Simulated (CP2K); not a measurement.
Runs of CP2K 2026.2 on TiSi. The structure is orthorhombic, space group Cmmm (No. 65). The conventional cell has a = 3.632 Å, b = 4.235 Å, c = 3.804 Å, α = 90.00°, β = 90.00°, γ = 90.00°. Ti (site symmetry mmm) is surrounded by 8 Si at 2.63 to 2.85 Å and 4 Ti at 2.79 Å. Si (site symmetry mmm) has 8 Ti at 2.63 to 2.85 Å and 4 Si at 2.79 Å as nearest neighbours. The cell comes from a database or a generator and needn't be the stable form of this composition.

```tsv
task	level	potentials or basis	cell	k mesh	smearing	EPS_DEFAULT	k points reduced by the point group	NGRIDS	points a segment of the path (NPOINTS)	bands added on the path	gap on the mesh (eV)	pressure (GPa)
band structure	TASK	POTENTIAL_UZH Ti GTH-SCAN-q12, Si GTH-SCAN-q4; TZVP-MOLOPT-SCAN-GTH basis	as given	10 × 10 × 7	fermi-dirac 0.05 eV	1.0E-9	yes	4	8	2	none	(a)
band structure	SCAN	POTENTIAL_UZH Ti GTH-SCAN-q12, Si GTH-SCAN-q4; TZVP-MOLOPT-SCAN-GTH basis	as given	10 × 10 × 7	fermi-dirac 0.05 eV	1.0E-9	yes	5	6	4	none	-1.3
band structure	r2SCAN	POTENTIAL_UZH Ti GTH-SCAN-q12, Si GTH-SCAN-q4; TZVP-MOLOPT-SCAN-GTH basis	as given	10 × 10 × 7	fermi-dirac 0.1 eV	1.0E-9	yes	5	6	6	none	-1.5
relaxation of cell and atoms	LDA	GTH_POTENTIALS Ti GTH-PADE-q12, Si GTH-PADE-q4; TZVP-MOLOPT-PBE-GTH basis	relaxed	7 × 7 × 6	fermi-dirac 0.0259 eV	1.0E-9	-	4	-	-	none	0.0
band structure	LDA	GTH_POTENTIALS Ti GTH-PADE-q12, Si GTH-PADE-q4; TZVP-MOLOPT-PBE-GTH basis	as given	10 × 10 × 7	fermi-dirac 0.01 eV	1.0E-10	yes	4	6	2	none	-8.0
```

Alike in all rows: no spin polarisation.

Q: Fill in the values left out.

A: (a) 3.7.

Caveats: the basis of atomic orbitals isn't converged, which shifts pressures, moduli and gaps; the potentials were made for another functional, which shifts forces and pressure (some runs).

A k mesh can miss the band edges.

A gap of «none» marks a metal or a gap under the smearing width.

Not every run made on this cell is shown here.
